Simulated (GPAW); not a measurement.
Input of a GPAW 26.7.0 run:

Contents of run.py:

```python
from ase.dft.bandgap import bandgap
from ase.io import read, write
from ase.units import GPa
from gpaw import GPAW, PW

atoms = read('POSCAR')

calc = GPAW(mode=PW(600),
            xc='PBE',
            kpts={'size': (8, 8, 8), 'gamma': True},
            occupations={'name': 'fermi-dirac', 'width': 0.05},
            nbands=18,
            convergence={'density': 1e-05, 'energy': 1e-05},
            maxiter=150,
            txt='gpaw.txt')
atoms.calc = calc
energy = atoms.get_potential_energy()
forces = atoms.get_forces()
stress = atoms.get_stress()
calc.write('gs.gpw')
write('result.traj', atoms)
print(f'Energy: {energy:.6f} eV')
print('Forces (eV/A):')
print(forces.round(4))
print('Stress (GPa):', (stress / GPa).round(3))
print('Fermi level:', round(calc.get_fermi_level(), 4), 'eV')
print(f'Gap: {bandgap(calc)[0]:.4f} eV, direct: {bandgap(calc, direct=True)[0]:.4f} eV')

path = atoms.cell.bandpath('GXWKGLUWLK,UX', npoints=80, eps=1e-4)
bs_calc = calc.fixed_density(kpts=path, symmetry='off', nbands=30,
                             convergence={'bands': 'CBM+6.0', 'eigenstates': 1e-6}, txt='bands.txt')
bs = bs_calc.band_structure()
bs.write('bs.json')
print(f'Gap on the path: {bandgap(bs_calc)[0]:.4f} eV')
```

POSCAR

```
GaSb
1.0
    0.0000000000      3.0590000000      3.0590000000
    3.0590000000      0.0000000000      3.0590000000
    3.0590000000      3.0590000000      0.0000000000
Sb Ga
1 1
Direct
    0.7500000000      0.7500000000      0.7500000000
    0.0000000000      0.0000000000      0.0000000000
```

Potentials or basis: GPAW PAW data sets (gpaw-data 1.2.1), pw.

Launch:

```bash
$ OMP_NUM_THREADS=1 python run.py
```

Question: Predict the band gap along the path.

Answer: 0.09 eV, direct.

Question: Predict the band gap on the k mesh.

Answer: 0.09 eV, direct.

Levels at the corners of the path, in eV from the valence-band top:
| point | band 5 | band 6 | band 7 | band 8 | band 9 | band 10 | band 11 | band 12 | band 13 | band 14 |
| --- | --- | --- | --- | --- | --- | --- | --- | --- | --- | --- |
| Γ | -28.73 | -11.44 | 0.00 | 0.00 | 0.00 | 0.09 | 2.82 | 2.82 | 2.82 | 5.85 |
| X | -28.73 | -9.06 | -6.76 | -2.56 | -2.56 | 0.94 | 1.28 | 8.75 | 8.75 | 10.11 |
| W | -28.73 | -9.03 | -6.62 | -3.34 | -3.11 | 3.72 | 4.35 | 4.46 | 4.80 | 9.94 |
| K | -28.73 | -9.13 | -6.58 | -3.59 | -2.18 | 1.44 | 3.91 | 6.66 | 6.87 | 7.59 |
| Γ | -28.73 | -11.44 | 0.00 | 0.00 | 0.00 | 0.09 | 2.82 | 2.82 | 2.82 | 5.85 |
| L | -28.73 | -9.87 | -6.33 | -1.15 | -1.15 | 0.44 | 3.79 | 3.79 | 6.51 | 9.40 |
| U | -28.73 | -9.13 | -6.58 | -3.59 | -2.18 | 1.44 | 3.91 | 6.66 | 6.87 | 7.59 |
| W | -28.73 | -9.03 | -6.62 | -3.34 | -3.11 | 3.72 | 4.35 | 4.46 | 4.80 | 9.94 |
| L | -28.73 | -9.87 | -6.33 | -1.15 | -1.15 | 0.44 | 3.79 | 3.79 | 6.51 | 9.40 |
| K | -28.73 | -9.13 | -6.58 | -3.59 | -2.18 | 1.44 | 3.91 | 6.66 | 6.87 | 7.59 |
| U | -28.73 | -9.13 | -6.58 | -3.59 | -2.18 | 1.44 | 3.91 | 6.66 | 6.87 | 7.59 |
| X | -28.73 | -9.06 | -6.76 | -2.56 | -2.56 | 0.94 | 1.28 | 8.75 | 8.75 | 10.11 |

Caveat: spin-orbit coupling is left out, which moves the levels of the heavy elements.

**Experimental background.**

A printed reference work, data compilation reports, for a bulk crystal of GaSb at 4.2 K: band gap 0.811 eV (direct).

A measured gap of GaSb is 0.811 eV (direct; 4.2 K; a printed reference work, data compilation); the calculated 0.09 eV misses it by -0.72 eV. Spin-orbit coupling on Ga, Sb is left out. The value is that of PBE, without temperature or zero-point motion. Semilocal functionals fall short of measured gaps as a rule.
